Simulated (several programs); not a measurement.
What each method gives for PbSe (rocksalt)

Measured values to be reproduced:
- band gap: 0.15 eV (non-inverted bulk band gap near L (projected to X-bar) from ARPES; “Topological phase diagram and saddle point singularity in a tunable topological crystalline insulator”; Read from ARPES bulk bands near surface X-bar; kz may not be exactly at L; PbSe measurement temperature not given.; 2015; arxiv:1508.05886)

Rocksalt PbSe, relaxed with r2SCAN in Ansatz, was computed with several methods. The symmetry is Fm-3m (No. 225, cubic); conventional cell a = 6.177 Å, 29.47 Å³ an atom. Pb has 6 Se at 3.09 Å; Se has 6 Pb at 3.09 Å. Spin-unpolarised throughout.

```
CELL_PARAMETERS angstrom
0.00000 3.08870 3.08870
3.08870 0.00000 3.08870
3.08870 3.08870 0.00000
ATOMIC_POSITIONS crystal
Pb 0.00000 0.00000 0.00000
Se 0.50000 0.50000 0.50000
```

Gaps and times are for a single point on this cell; volume and bulk modulus come from each method's own relaxation or energy curve at fixed shape. Times are rough, from shared hosts (Arm Neoverse V1; Intel Xeon Platinum 8488C; NVIDIA H100 80GB HBM3), and each method has its own mesh and cell size. A dagger marks a closed or tiny gap in a crystal that DFT finds insulating: a failure of the method or a wrong SCF state. PM6 (MOPAC), PM7 (MOPAC), GFN1-xTB (tblite), GFN2-xTB (tblite) treat a cluster of cells at its zone centre, which samples few k points: where these miss a band edge, the gap comes out too large for that reason alone. Gaps from k meshes are read at a limited set of points (mesh, symmetry points, PBE's band edges), so each method's own least gap may be somewhat smaller. xTB and the PM methods were fitted mostly to molecules, and can miss a solid's gap by electronvolts. Minimal bases can be far off for gaps. Times of the plane-wave ladder aren't listed, since it ran on unlike processors and cards. GLLB-SC's gap includes the derivative discontinuity. G0W0 is at finite bands, cutoff and mesh. d marks a direct gap, i an indirect one (no mark: not told apart), a dash a value that wasn't computed or didn't pass its checks.

```json
{"method": "PBEsol", "kind": "semilocal", "gap (eV)": "–", "own volume (Å³/atom)": "28.38", "bulk modulus (GPa)": "–", "atoms computed": "2", "processor time": "–"}
{"method": "light PBE (260 eV and a coarse mesh)", "kind": "light plane-wave", "gap (eV)": "0.40 d", "own volume (Å³/atom)": "–", "bulk modulus (GPa)": "–", "atoms computed": "2", "processor time": "0.93 s"}
{"method": "GFN1-xTB (tblite)", "kind": "tight binding", "gap (eV)": "0.06†", "own volume (Å³/atom)": "–", "bulk modulus (GPa)": "–", "atoms computed": "cluster", "processor time": "2 s"}
{"method": "PBE", "kind": "semilocal", "gap (eV)": "0.37 d", "own volume (Å³/atom)": "30.04", "bulk modulus (GPa)": "47", "atoms computed": "2", "processor time": "–"}
{"method": "LDA", "kind": "semilocal", "gap (eV)": "0.27 d", "own volume (Å³/atom)": "27.50", "bulk modulus (GPa)": "–", "atoms computed": "2", "processor time": "–"}
{"method": "PM7 (MOPAC)", "kind": "semi-empirical", "gap (eV)": "4.55", "own volume (Å³/atom)": "–", "bulk modulus (GPa)": "–", "atoms computed": "cluster", "processor time": "3.1 s"}
{"method": "PBE/single zeta (GPAW)", "kind": "small basis", "gap (eV)": "0.29 d", "own volume (Å³/atom)": "–", "bulk modulus (GPa)": "–", "atoms computed": "2", "processor time": "3.2 s"}
{"method": "GFN2-xTB (tblite)", "kind": "tight binding", "gap (eV)": "2.66", "own volume (Å³/atom)": "–", "bulk modulus (GPa)": "–", "atoms computed": "cluster", "processor time": "4 s"}
{"method": "PBE/SZV (CP2K)", "kind": "small basis", "gap (eV)": "0.39 d", "own volume (Å³/atom)": "30.87", "bulk modulus (GPa)": "52", "atoms computed": "2", "processor time": "5.1 s"}
{"method": "r2SCAN", "kind": "semilocal", "gap (eV)": "0.66 d", "own volume (Å³/atom)": "29.47", "bulk modulus (GPa)": "51", "atoms computed": "2", "processor time": "–"}
{"method": "PM6 (MOPAC)", "kind": "semi-empirical", "gap (eV)": "3.33", "own volume (Å³/atom)": "–", "bulk modulus (GPa)": "–", "atoms computed": "cluster", "processor time": "8 s"}
{"method": "PBE/DZVP (CP2K)", "kind": "small basis", "gap (eV)": "0.40 d", "own volume (Å³/atom)": "29.88", "bulk modulus (GPa)": "47", "atoms computed": "2", "processor time": "10 s"}
{"method": "GLLB-SC (GPAW)", "kind": "model potential", "gap (eV)": "1.00", "own volume (Å³/atom)": "–", "bulk modulus (GPa)": "–", "atoms computed": "2", "processor time": "14 s"}
{"method": "PBE+SOC", "kind": "semilocal", "gap (eV)": "0.12 d", "own volume (Å³/atom)": "–", "bulk modulus (GPa)": "–", "atoms computed": "2", "processor time": "–"}
{"method": "G0W0@LDA (140 eV screening cutoff)", "kind": "many-body", "gap (eV)": "0.55", "own volume (Å³/atom)": "–", "bulk modulus (GPa)": "–", "atoms computed": "2", "processor time": "–"}
{"method": "G0W0@PBE0 (180 eV screening cutoff)", "kind": "many-body", "gap (eV)": "1.08", "own volume (Å³/atom)": "–", "bulk modulus (GPa)": "–", "atoms computed": "2", "processor time": "–"}
{"method": "G0W0@r2SCAN (180 eV screening cutoff)", "kind": "many-body", "gap (eV)": "0.85", "own volume (Å³/atom)": "–", "bulk modulus (GPa)": "–", "atoms computed": "2", "processor time": "–"}
{"method": "G0W0@PBE (260 eV screening cutoff)", "kind": "many-body", "gap (eV)": "0.83", "own volume (Å³/atom)": "–", "bulk modulus (GPa)": "–", "atoms computed": "2", "processor time": "–"}
{"method": "LC-ωPBE", "kind": "hybrid", "gap (eV)": "4.50 d", "own volume (Å³/atom)": "–", "bulk modulus (GPa)": "–", "atoms computed": "2", "processor time": "–"}
{"method": "G0W0@HSE06 (180 eV screening cutoff)", "kind": "many-body", "gap (eV)": "0.93", "own volume (Å³/atom)": "–", "bulk modulus (GPa)": "–", "atoms computed": "2", "processor time": "–"}
{"method": "HSE06", "kind": "hybrid", "gap (eV)": "0.79 d", "own volume (Å³/atom)": "29.40", "bulk modulus (GPa)": "–", "atoms computed": "2", "processor time": "–"}
{"method": "PBE0", "kind": "hybrid", "gap (eV)": "1.34 d", "own volume (Å³/atom)": "–", "bulk modulus (GPa)": "–", "atoms computed": "2", "processor time": "–"}
{"method": "r2SCANh", "kind": "hybrid", "gap (eV)": "1.01 d", "own volume (Å³/atom)": "–", "bulk modulus (GPa)": "–", "atoms computed": "2", "processor time": "–"}
{"method": "DDH-PBE0", "kind": "hybrid", "gap (eV)": "0.55 d", "own volume (Å³/atom)": "–", "bulk modulus (GPa)": "–", "atoms computed": "2", "processor time": "–"}
{"method": "HSE06+SOC", "kind": "hybrid", "gap (eV)": "0.24 d", "own volume (Å³/atom)": "–", "bulk modulus (GPa)": "–", "atoms computed": "2", "processor time": "–"}
```

Against HSE06 (0.79 eV) and with closed or daggered gaps left aside, the nearest gap at the points sampled is that of G0W0@PBE (260 eV screening cutoff) (+0.04 eV) and the farthest that of PM7 (MOPAC) (+3.76 eV). HSE06 is only a yardstick of convenience, and nearness to it can be luck.

Volumes against r2SCAN's: PBEsol -3.7 %, PBE +2.0 %, LDA -6.7 %, PBE/SZV (CP2K) +4.8 %, PBE/DZVP (CP2K) +1.4 %, HSE06 -0.2 %.

Comparison with experiment:
- Band gap, measured 0.15 eV: light PBE (260 eV and a coarse mesh) +0.25 eV, GFN1-xTB (tblite) -0.09 eV, PBE +0.22 eV, LDA +0.12 eV, PM7 (MOPAC) +4.40 eV, PBE/single zeta (GPAW) +0.14 eV, GFN2-xTB (tblite) +2.51 eV, PBE/SZV (CP2K) +0.24 eV, r2SCAN +0.51 eV, PM6 (MOPAC) +3.18 eV, PBE/DZVP (CP2K) +0.25 eV, GLLB-SC (GPAW) +0.85 eV, PBE+SOC -0.03 eV, G0W0@LDA (140 eV screening cutoff) +0.40 eV, G0W0@PBE0 (180 eV screening cutoff) +0.93 eV, G0W0@r2SCAN (180 eV screening cutoff) +0.70 eV, G0W0@PBE (260 eV screening cutoff) +0.68 eV, LC-ωPBE +4.35 eV, G0W0@HSE06 (180 eV screening cutoff) +0.78 eV, HSE06 +0.64 eV, PBE0 +1.19 eV, r2SCANh +0.86 eV, DDH-PBE0 +0.40 eV, HSE06+SOC +0.09 eV.
The calculations are for a static lattice; samples hold vibrations, temperature and, in optical gaps, excitons. A measured value is shown where most reports agree with it, and only for the quantities listed. In such narrow-gap compounds of heavy elements the bands can be inverted, in the sample or in a calculation; the differences are of unsigned gaps, so agreement can be luck.

Only the rows marked +SOC include spin-orbit coupling.
